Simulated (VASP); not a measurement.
Set up this calculation in VASP 6.6.1, as the native input.

```
Task                   : density of states
Functional             : BLYP
Dispersion             : D3
Potentials or basis    : VASP PAW PBE potentials, release 54 (Rb_sv)
Cutoff                 : 520 eV
k mesh                 : 7 × 7 × 7
Occupations            : methfessel-paxton, width 0.2 eV
Spin                   : no spin polarisation
k mesh for the DOS     : 11 × 11 × 11
Further INCAR settings : ALGO = Normal; EDIFF = 1e-06
```

The system is Rb.

```xyz
1
Lattice="-2.8025 2.8025 2.8025 2.8025 -2.8025 2.8025 2.8025 2.8025 -2.8025" Properties=species:S:1:pos:R:3 pbc="T T T"
Rb    0.0000    0.0000    0.0000
```

These files were run (other wordings do the same):

POSCAR

```
Rb
1.0
   -2.8025000000      2.8025000000      2.8025000000
    2.8025000000     -2.8025000000      2.8025000000
    2.8025000000      2.8025000000     -2.8025000000
Rb
1
Direct
    0.0000000000      0.0000000000      0.0000000000
```

INCAR.step1

```
SYSTEM = Rb
AGGAC = 1.0 ; AGGAX = 1.0
ALDAC = 0.0 ; ALDAX = 1.0
ALGO = Normal ; EDIFF = 1E-6
ENCUT = 520 ; GGA = B5
ISIF = 2 ; ISMEAR = 1
IVDW = 11 ; LASPH = .TRUE.
LCHARG = .TRUE. ; LREAL = .FALSE.
LWAVE = .FALSE. ; NELM = 60
PREC = Accurate ; SIGMA = 0.2
VDW_S6 = 1.0 ; VDW_S8 = 1.682
VDW_SR = 1.094 ; VDW_SR8 = 1.0
```

KPOINTS.step1

```
k-points
0
G
  7 7 7
  0 0 0
```

INCAR.step2

```
SYSTEM = Rb
AGGAC = 1.0 ; AGGAX = 1.0
ALDAC = 0.0 ; ALDAX = 1.0
ALGO = Normal ; EDIFF = 1E-6
ENCUT = 520 ; GGA = B5
ICHARG = 11 ; ISIF = 2
ISMEAR = -5 ; IVDW = 11
LASPH = .TRUE. ; LCHARG = .FALSE.
LORBIT = 11 ; LREAL = .FALSE.
LWAVE = .FALSE. ; NEDOS = 2001
NELM = 60 ; PREC = Accurate
SIGMA = 0.2 ; VDW_S6 = 1.0
VDW_S8 = 1.682 ; VDW_SR = 1.094
VDW_SR8 = 1.0
```

KPOINTS.step2

```
k-points
0
G
  11 11 11
  0 0 0
```

Potentials or basis: VASP PAW PBE potentials, release 54 (Rb_sv).

Run with:

```bash
$ cat potpaw_PBE.54/Rb_sv/POTCAR > POTCAR
$ cp INCAR.step1 INCAR
$ cp KPOINTS.step1 KPOINTS
$ mpirun -np 1 vasp_std > vasp.out
$ cp INCAR.step2 INCAR
$ cp KPOINTS.step2 KPOINTS
$ mpirun -np 1 vasp_std > vasp.out
```

Results of the run:

| Property | Result |
| --- | --- |
| Valence electrons inside the program's atomic spheres | Rb 7.32 |
| Dispersion energy per atom | -0.283 eV |

Run time: 24 s on 1 thread of Intel(R) Xeon(R) 6975P-C (Granite Rapids), with other jobs on the host, peak memory 0.21 GiB.
